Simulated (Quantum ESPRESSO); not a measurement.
# AlN (F-43m) in Quantum ESPRESSO: notebook

Aim: see how the results for AlN move with the level of theory and the settings. Levels: LDA, PBE. Tasks: dielectric tensor, phonons.

Everything below comes from runs of Quantum ESPRESSO 7.5. Logs are shortened: lines on timing, memory, paths and dates and some standing lists are left out, and cuts for length are marked.

### Step 1. Starting point

It takes space group F-43m (No. 216, cubic). Conventional cell: a = 4.368 Å, b = 4.368 Å, c = 4.368 Å, α = 90.00°, β = 90.00°, γ = 90.00°. Al (site symmetry -43m) has 4 N at 1.89 Å as nearest neighbours. Around N (site symmetry -43m) lie 4 Al at 1.89 Å.

Measurements of this composition are mostly on another form, of space group No. 186.

### Step 2. Dielectric tensor, LDA

Contents of pw.in:

```
&CONTROL
  calculation = 'scf'
  prefix = 'pwscf'
  outdir = './tmp'
  pseudo_dir = './pseudo'
  tprnfor = .true.
  tstress = .true.
  disk_io = 'low'
/
&SYSTEM
  ibrav = 0
  nat = 2
  ntyp = 2
  ecutwfc = 45
  ecutrho = 360
  nbnd = 9
  occupations = 'smearing'
  smearing = 'fd'
  degauss = 0.00367493
/
&ELECTRONS
  conv_thr = 4d-10
  electron_maxstep = 120
  mixing_beta = 0.5
/
ATOMIC_SPECIES
Al    26.9815 al_lda_v1.uspp.F.UPF
N     14.0070 n_lda_v1.2.uspp.F.UPF
CELL_PARAMETERS angstrom
   0.0000000000    2.1839935596    2.1839935596
   2.1839935596    0.0000000000    2.1839935596
   2.1839935596    2.1839935596    0.0000000000
ATOMIC_POSITIONS angstrom
Al     0.0000000000    0.0000000000    0.0000000000
N      1.0919967798    1.0919967798    1.0919967798
K_POINTS automatic
12 12 12 0 0 0
```

Contents of scf2.in:

```
&CONTROL
  calculation = 'scf'
  prefix = 'pwscf'
  outdir = './tmp'
  pseudo_dir = './pseudo'
  tprnfor = .true.
  tstress = .true.
  disk_io = 'low'
/
&SYSTEM
  ibrav = 0
  nat = 2
  ntyp = 2
  ecutwfc = 45
  ecutrho = 360
  nbnd = 9
  occupations = 'fixed'
/
&ELECTRONS
  conv_thr = 1d-13
  electron_maxstep = 120
  mixing_beta = 0.5
  startingpot = 'file'
  startingwfc = 'file'
/
ATOMIC_SPECIES
Al    26.9815 al_lda_v1.uspp.F.UPF
N     14.0070 n_lda_v1.2.uspp.F.UPF
CELL_PARAMETERS angstrom
   0.0000000000    2.1839935596    2.1839935596
   2.1839935596    0.0000000000    2.1839935596
   2.1839935596    2.1839935596    0.0000000000
ATOMIC_POSITIONS angstrom
Al     0.0000000000    0.0000000000    0.0000000000
N      1.0919967798    1.0919967798    1.0919967798
K_POINTS automatic
12 12 12 0 0 0
```

Contents of ph.in:

```
dielectric of AlN
&INPUTPH
  prefix = 'pwscf'
  outdir = './tmp'
  tr2_ph = 1d-18
  fildyn = 'dyn'
  niter_ph = 90
  alpha_mix(1) = 0.7
  epsil = .true.
  trans = .false.
  zeu = .true.
/
0.0000000000 0.0000000000 0.0000000000
```

Potentials or basis: GBRV 1.5 LDA.

The run is started by

```sh
> OMP_NUM_THREADS=1 pw.x -in pw.in > pw.out
> OMP_NUM_THREADS=1 pw.x -in scf2.in > scf2.out
> OMP_NUM_THREADS=1 ph.x -in ph.in > ph.out
```

pw.out:

```text
This program is part of the open-source Quantum ESPRESSO suite
     for quantum simulation of materials; please cite
[... 9 lines left out ...]
     --------------------
     sticks:   dense  smooth     PW     G-vecs:    dense   smooth      PW
     Sum         847     421    139                16361     5769    1067

     Using Slab Decomposition

     bravais-lattice index     =            0
     lattice parameter (alat)  =       5.8367  a.u.
     unit-cell volume          =     140.5985 (a.u.)^3
     number of atoms/cell      =            2
     number of atomic types    =            2
     number of electrons       =         8.00
     number of Kohn-Sham states=            9
     kinetic-energy cutoff     =      45.0000  Ry
     charge density cutoff     =     360.0000  Ry
     scf convergence threshold =      4.0E-10
     mixing beta               =       0.5000
     number of iterations used =            8  plain     mixing
     Exchange-correlation= SLA  PZ   NOGX NOGC
                           (   1   1   0   0   0   0   0)

     celldm(1)=   5.836671  celldm(2)=   0.000000  celldm(3)=   0.000000
     celldm(4)=   0.000000  celldm(5)=   0.000000  celldm(6)=   0.000000

     crystal axes: (cart. coord. in units of alat)
               a(1) = (   0.000000   0.707107   0.707107 )
               a(2) = (   0.707107   0.000000   0.707107 )
               a(3) = (   0.707107   0.707107   0.000000 )

     reciprocal axes: (cart. coord. in units 2 pi/alat)
               b(1) = ( -0.707107  0.707107  0.707107 )
               b(2) = (  0.707107 -0.707107  0.707107 )
               b(3) = (  0.707107  0.707107 -0.707107 )

     PseudoPot. # 1 for Al read from file:
     al_lda_v1.uspp.F.UPF
     Pseudo is Ultrasoft + core correction, Zval =  3.0
     Generated by new atomic code, or converted to UPF format
     Using radial grid of  893 points,  3 beta functions with:
                l(1) =   0
                l(2) =   1
                l(3) =   2
     Q(r) pseudized with  8 coefficients,  rinner =    0.900   0.900   0.900
                                                       0.900   0.900

     PseudoPot. # 2 for N  read from file:
     n_lda_v1.2.uspp.F.UPF
     Pseudo is Ultrasoft + core correction, Zval =  5.0
     Generated by new atomic code, or converted to UPF format
     Using radial grid of  729 points,  4 beta functions with:
                l(1) =   0
                l(2) =   0
                l(3) =   1
                l(4) =   1
     Q(r) pseudized with  8 coefficients,  rinner =    0.900   0.900   0.900

     atomic species   valence    mass     pseudopotential
     Al                3.00    26.98150     Al( 1.00)
     N                 5.00    14.00700     N ( 1.00)

     24 Sym. Ops. (no inversion) found

   Cartesian axes

     site n.     atom                  positions (alat units)
         1        Al     tau(   1) = (   0.0000000   0.0000000   0.0000000  )
         2        N      tau(   2) = (   0.3535534   0.3535534   0.3535534  )

     number of k points=    72  Fermi-Dirac smearing, width (Ry)=  0.0037
                       cart. coord. in units 2pi/alat
        k(    1) = (   0.0000000   0.0000000   0.0000000), wk =   0.0011574
        k(    2) = (   0.0589256   0.0589256  -0.0589256), wk =   0.0092593
        k(    3) = (   0.1178511   0.1178511  -0.1178511), wk =   0.0092593
        k(    4) = (   0.1767767   0.1767767  -0.1767767), wk =   0.0092593
        k(    5) = (   0.2357023   0.2357023  -0.2357023), wk =   0.0092593
        k(    6) = (   0.2946278   0.2946278  -0.2946278), wk =   0.0092593
[... 64 lines left out ...]
        k(   71) = (  -0.7071068   0.2357023   0.0000000), wk =   0.0138889
        k(   72) = (  -0.7071068   0.3535534   0.0000000), wk =   0.0069444

     Dense  grid:    16361 G-vectors     FFT dimensions: (  36,  36,  36)

     Smooth grid:     5769 G-vectors     FFT dimensions: (  25,  25,  25)

     Initial potential from superposition of free atoms

     starting charge       7.9978, renormalised to       8.0000
     Starting wfcs are    8 randomized atomic wfcs +    1 random wfcs

     Self-consistent Calculation

     iteration #  1     ecut=    45.00 Ry     beta= 0.50
     Davidson diagonalization with overlap
     ethr =  1.00E-02,  avg # of iterations =  5.3

     total energy              =     -26.83499054 Ry
     estimated scf accuracy    <       0.60863465 Ry

     iteration #  2     ecut=    45.00 Ry     beta= 0.50
     Davidson diagonalization with overlap
     ethr =  7.61E-03,  avg # of iterations =  1.9

     total energy              =     -27.00527362 Ry
     estimated scf accuracy    <       0.09095435 Ry

     iteration #  3     ecut=    45.00 Ry     beta= 0.50
     Davidson diagonalization with overlap
     ethr =  1.14E-03,  avg # of iterations =  1.1
[... 43 lines left out ...]
     total energy              =     -27.01989381 Ry
     estimated scf accuracy    <          1.8E-09 Ry

     iteration # 10     ecut=    45.00 Ry     beta= 0.50
     Davidson diagonalization with overlap
     ethr =  1.64E-11,  avg # of iterations =  1.0

     total energy              =     -27.01989381 Ry
     estimated scf accuracy    <          4.4E-10 Ry

     iteration # 11     ecut=    45.00 Ry     beta= 0.50
     Davidson diagonalization with overlap
     ethr =  5.48E-12,  avg # of iterations =  1.7

     End of self-consistent calculation

          k = 0.0000 0.0000 0.0000 (   725 PWs)   bands (ev):

    -8.2221   6.6698   6.6698   6.6698  10.8662  18.8870  18.8870  18.8870
    24.1526

          k = 0.0589 0.0589-0.0589 (   719 PWs)   bands (ev):

    -8.1173   6.0812   6.6312   6.6312  11.3391  18.6141  18.9873  18.9873
    23.1308

          k = 0.1179 0.1179-0.1179 (   712 PWs)   bands (ev):

    -7.8128   4.8102   6.5297   6.5297  12.2477  18.0061  19.0664  19.0664
    22.3501

          k = 0.1768 0.1768-0.1768 (   715 PWs)   bands (ev):

    -7.3433   3.3808   6.3994   6.3994  13.0500  17.3762  18.7122  18.7122
    22.6874
[... 103 lines left out ...]
    -6.1892   1.6807   4.7943   6.1285  14.5371  15.3249  18.3111  18.4756
    23.2849

          k =-0.0589-0.2946 0.2946 (   722 PWs)   bands (ev):

    -6.6855   2.5675   4.9698   6.3506  14.2351  16.1519  17.9255  18.7352
    21.7923

          k = 0.0000-0.2357 0.2357 (   720 PWs)   bands (ev):

    -7.1898   3.5019   5.4224   6.5243  13.5649  17.2299  17.8530  19.0945
    20.9244

          k = 0.3536 0.0000 0.0000 (   713 PWs)   bands (ev):

    -7.0574   3.7813   5.6530   5.6530  12.5460  16.6128  18.0014  20.3605
    20.3605

          k = 0.4125 0.0589-0.0589 (   714 PWs)   bands (ev):

    -6.6493   3.0866   5.3511   5.4614  12.2451  16.3451  18.0127  20.5160
    20.9462

          k = 0.4714 0.1179-0.1179 (   713 PWs)   bands (ev):

    -6.1850   2.3472   4.8470   5.3813  12.2127  16.3919  18.1188  20.2552
    21.5728

          k =-0.1768-0.5303 0.5303 (   711 PWs)   bands (ev):

    -5.7984   1.8049   4.2744   5.4266  12.4438  16.4301  18.5225  19.8301
    22.0201
[... 43 lines left out ...]
    -5.6809   1.9758   4.9295   4.9295  10.2946  15.1989  19.8568  21.8016
    21.8016

          k =-0.0589-0.6482 0.6482 (   718 PWs)   bands (ev):

    -5.4703   1.8162   4.5210   4.9014  10.2978  15.3066  20.0616  21.7777
    21.8717

          k = 0.0000-0.5893 0.5893 (   720 PWs)   bands (ev):

    -5.3932   1.9750   3.7112   5.0188  10.9014  15.9099  19.8864  21.2967
    21.5844

          k =-0.7071 0.0000 0.0000 (   724 PWs)   bands (ev):

    -5.4097   1.6739   4.8269   4.8269   9.8895  15.0075  20.3234  22.0640
    22.0640

          k = 0.2357 0.1179 0.0000 (   715 PWs)   bands (ev):

    -7.5514   4.3948   5.9285   6.4138  12.8235  17.5612  18.4132  19.4900
    20.4160

          k = 0.2946 0.1768-0.0589 (   714 PWs)   bands (ev):

    -7.1020   3.3254   5.5583   6.3032  13.4553  16.9965  17.7988  19.2711
    21.0260

          k = 0.3536 0.2357-0.1179 (   717 PWs)   bands (ev):

    -6.5729   2.2164   5.3336   6.1221  13.9095  16.1115  17.9946  18.8026
    22.1138

          k =-0.2946-0.4125 0.5303 (   720 PWs)   bands (ev):

    -6.1080   1.3558   5.2275   5.9542  14.2263  15.3914  18.3462  18.4662
    23.3573

          k =-0.2357-0.3536 0.4714 (   722 PWs)   bands (ev):

    -5.9137   1.0223   5.2001   5.8847  14.4187  15.0414  18.3219  18.5275
    24.2139

          k = 0.3536 0.1179 0.0000 (   717 PWs)   bands (ev):

    -6.9505   3.4104   5.4103   5.8769  12.9437  16.8985  17.5112  20.0532
    20.6883

          k = 0.4125 0.1768-0.0589 (   718 PWs)   bands (ev):

    -6.4736   2.6017   4.9787   5.6897  13.0141  16.7051  17.4516  19.8355
    21.4519

          k =-0.2357-0.4714 0.5893 (   715 PWs)   bands (ev):

    -6.0152   1.8679   4.6342   5.5206  13.1532  16.2784  18.0446  19.4800
    22.2562

          k =-0.1768-0.4125 0.5303 (   717 PWs)   bands (ev):

    -5.7476   1.4660   4.3647   5.5082  13.4032  15.9296  18.5635  19.1955
    23.0370
[... 43 lines left out ...]
    -5.6440   2.0370   4.6320   4.7466  10.8743  15.6757  19.4465  21.1549
    22.0126

          k =-0.0589-0.5303 0.6482 (   722 PWs)   bands (ev):

    -5.4388   2.0538   3.8544   4.7312  11.2822  16.1619  19.4681  20.5201
    22.2654

          k =-0.0000-0.4714 0.5893 (   716 PWs)   bands (ev):

    -5.4071   2.3891   2.9932   4.9373  11.9763  16.7145  19.2889  19.8359
    22.3016

          k =-0.7071 0.1179-0.0000 (   716 PWs)   bands (ev):

    -5.3936   1.8260   4.5237   4.5432  10.5090  15.5038  20.0866  21.1758
    22.2673

          k =-0.2357-0.4714 0.7071 (   717 PWs)   bands (ev):

    -6.0474   2.2917   4.2811   5.4010  12.9990  16.9403  17.2536  19.9016
    22.0731

          k =-0.1768-0.4125 0.6482 (   719 PWs)   bands (ev):

    -5.6926   2.0442   3.8166   5.0887  13.0400  16.6718  17.9345  19.7212
    22.7916

          k =-0.1179-0.3536 0.5893 (   722 PWs)   bands (ev):

    -5.5509   1.9374   3.6645   4.9575  13.0596  16.5399  18.4515  19.4986
    23.0834

          k =-0.1179-0.4714 0.7071 (   723 PWs)   bands (ev):

    -5.5543   2.1937   3.9267   4.5304  12.1337  16.8308  18.2263  20.1166
    22.6198

          k =-0.0589-0.4125 0.6482 (   716 PWs)   bands (ev):

    -5.4067   2.4220   3.3007   4.3775  12.4986  17.2116  18.4127  19.3849
    23.0569

          k = 0.0000-0.3536 0.5893 (   719 PWs)   bands (ev):

    -5.4614   2.4362   3.1451   4.6318  12.8332  17.1113  18.2446  19.3988
    23.2281

          k =-0.7071 0.2357 0.0000 (   718 PWs)   bands (ev):

    -5.3609   2.2633   3.8098   4.0781  11.8295  16.7237  19.3882  19.4168
    22.8548

          k =-0.7071 0.3536 0.0000 (   724 PWs)   bands (ev):

    -5.3443   2.7904   3.1551   3.8789  12.6302  17.8960  18.4294  18.4803
    23.4441

     the Fermi energy is     8.1328 ev

!    total energy              =     -27.01989381 Ry
     estimated scf accuracy    <          1.2E-12 Ry
     smearing contrib. (-TS)   =      -0.00000000 Ry
     internal energy E=F+TS    =     -27.01989381 Ry

     The total energy is F=E-TS. E is the sum of the following terms:
     one-electron contribution =      -1.02918478 Ry
     hartree contribution      =       5.59004482 Ry
     xc contribution           =      -9.78079464 Ry
     ewald contribution        =     -21.79995921 Ry

     convergence has been achieved in  11 iterations

     Forces acting on atoms (cartesian axes, Ry/au):

     atom    1 type  1   force =    -0.00000000   -0.00000000   -0.00000000
     atom    2 type  2   force =    -0.00000000   -0.00000000    0.00000000

     Total force =     0.000000     Total SCF correction =     0.000000

     Computing stress (Cartesian axis) and pressure

          total   stress  (Ry/bohr**3)                   (kbar)     P=      -27.60
  -0.00018759  -0.00000000  -0.00000000          -27.60       -0.00       -0.00
  -0.00000000  -0.00018759   0.00000000           -0.00      -27.60        0.00
  -0.00000000   0.00000000  -0.00018759           -0.00        0.00      -27.60

=------------------------------------------------------------------------------=
   JOB DONE.
=------------------------------------------------------------------------------=
```

It took 54 s on 1 thread of Intel Xeon at 2.50GHz (Skylake/Cascade Lake), shared host; peak memory 0.06 GiB.

Results:

| Item | Value |
| --- | --- |
| Free energy | -367.6244 eV |
| Pressure | -2.8 GPa |
| Band gap on the k mesh | 3.22 eV, indirect (least direct gap 4.20 eV) |
| Electronic dielectric tensor (diagonal) | 4.58 |
| Born charges (mean of the diagonal) | Al +2.55; N -2.55 e |

Levels at points of the mesh, in eV from the valence-band top:
```tsv
k point	band 1	band 2	band 3	band 4	band 5	band 6	band 7	band 8	band 9
(0.00, 0.00, 0.00)	-14.89	0.00	0.00	0.00	4.20	12.22	12.22	12.22	17.48
(0.00, 0.00, -0.50)	-12.75	-5.97	-0.51	-0.51	7.20	9.74	10.91	10.91	17.55
(0.00, -0.50, -0.50)	-12.08	-5.00	-1.84	-1.84	3.22	8.34	13.65	15.39	15.39
```

Electronic dielectric tensor:
```
4.58 0.00 0.00
0.00 4.58 0.00
0.00 0.00 4.58
```

Born effective charge tensors (e):
atom 1, Al
```
2.55 0.00 0.00
0.00 2.55 0.00
0.00 0.00 2.55
```
atom 2, N
```
-2.55  0.00  0.00
 0.00 -2.55  0.00
 0.00  0.00 -2.55
```

Caveat: on a mesh that holds Γ this program's dielectric tensor can be off by some percent beyond the error of the mesh. A hybrid or GW would open this gap; LDA tends to underestimate it.

[end of part 1 of 2]
